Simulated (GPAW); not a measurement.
Runs of GPAW 26.7.0 on Pb. The structure is cubic, space group Fm-3m (No. 225). Conventional cell: a = 4.950 Å, b = 4.950 Å, c = 4.950 Å, α = 90.00°, β = 90.00°, γ = 90.00°. Around Pb (site symmetry m-3m) lie 12 Pb at 3.50 Å. 

```csv
task,level,potentials or basis,k mesh,cutoff (eV),smearing,response ecut,frequency,extrapolate,vertex,qp bands,mesh quality,gap on the mesh (eV),pressure (GPa)
single point,LDA,"the program's PAW data sets (release 1.2.1) made for this functional, pw",8 × 8 × 8,500,fermi-dirac 0.01 eV,-,-,-,-,-,not flagged,none,(a)
single point,SCAN,"GPAW PAW data sets (gpaw-data 1.2.1), pw",8 × 8 × 8,500,fermi-dirac 0.01 eV,-,-,-,-,-,not flagged,none,0.3
single point,PBE,"GPAW PAW data sets (gpaw-data 1.2.1), pw",9 × 9 × 9,600,fermi-dirac 0.05 eV,-,-,-,-,-,not flagged,none,2.0
G0W0 quasiparticle levels,LDA,"the program's PAW data sets (release 1.2.1) made for this functional, pw",5 × 5 × 5,500,fermi-dirac 0.05 eV,200 eV,full,yes,none,3,coarse,none,-
eps q,SCAN,"GPAW PAW data sets (gpaw-data 1.2.1), pw",8 × 8 × 8,500,fermi-dirac 0.05 eV,80 eV,-,-,-,-,not flagged,none,-
```

Alike in all rows: no spin polarisation; cell as given.

**Question.** Fill in the values left out.

**Answer.** (a) -2.4.

Caveats: some runs use coarse meshes; the cutoff is short for stress and forces, so pressures can be off by a GPa or more (some runs); the PAW data sets were made with another functional, which shifts forces and pressure a little (some runs); G0W0 is unreliable with partly filled bands (some runs); the long-wavelength limit can be off by a per cent or two (some runs); response on these states lacks terms of the Hamiltonian (some runs).

A k mesh can miss the band edges, and the runs leave out spin-orbit coupling on Pb.

A gap of «none» marks a metal or a gap under the smearing width.
